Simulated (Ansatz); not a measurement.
SiNi:

```
Ni Si
1.0
     2.94277    0.00000    0.00000
     0.00000    3.28033    0.00000
     0.00000    0.00000    4.67745
Ni Si
2 2
Direct
  0.50000 0.50000 0.34250
  0.00000 0.00000 0.65750
  0.50000 0.50000 0.84314
  0.00000 0.00000 0.15686
```

The cell is a database's computed one.

```yaml
Program: Ansatz 0.2.0
Task: relaxation of cell and atoms
Functional: LDA
Potentials_or_basis: Ansatz PAW
Cutoff: "420 eV (not typed: the program's choice for these potentials)"
k_mesh: 9 × 8 × 6
Occupations: fermi-dirac, width 0.05 eV
Spin: collinear spin, ferromagnetic start
Starting_moments: "[1.0, 1.0, 0.0, 0.0] μB"
```

At the start: volume 11.29 Å³/atom.

How do energy, volume and symmetry change on relaxing?

It ends after 6 steps and the volume is 11.04 Å³/atom (-2.2 %); space group Pmmn (No. 59, to 0.05 Å); moment 0.00 μB per cell.

The path:
```tsv
step	energy change (eV)	largest force (eV/Å)	volume (Å³)
1	0.0000	0.2431	45.15
2	-0.0157	0.1432	44.60
3	-0.0208	0.0174	44.11
4	-0.0208	0.0071	44.14
5	-0.0208	0.0018	44.15
6	-0.0203	0.0018	44.15
```

Final structure:
```xyz
4
Lattice="2.9262 0.0000 0.0000 0.0000 3.2634 0.0000 0.0000 0.0000 4.6228" Properties=species:S:1:pos:R:3 pbc="T T T"
Ni    1.4631    1.6317    1.5858
Ni    0.0000    0.0000    3.0371
Si    1.4631    1.6317    3.8874
Si    0.0000    0.0000    0.7354
```

Caveat: the plane-wave basis is chosen anew once the cell has moved, so the energies of steps on either side of that aren't comparable; the PAW data sets come from PBE, with cores solved anew for the run's functional, which leaves a small shift of forces and pressure; the starting moments weren't kept.
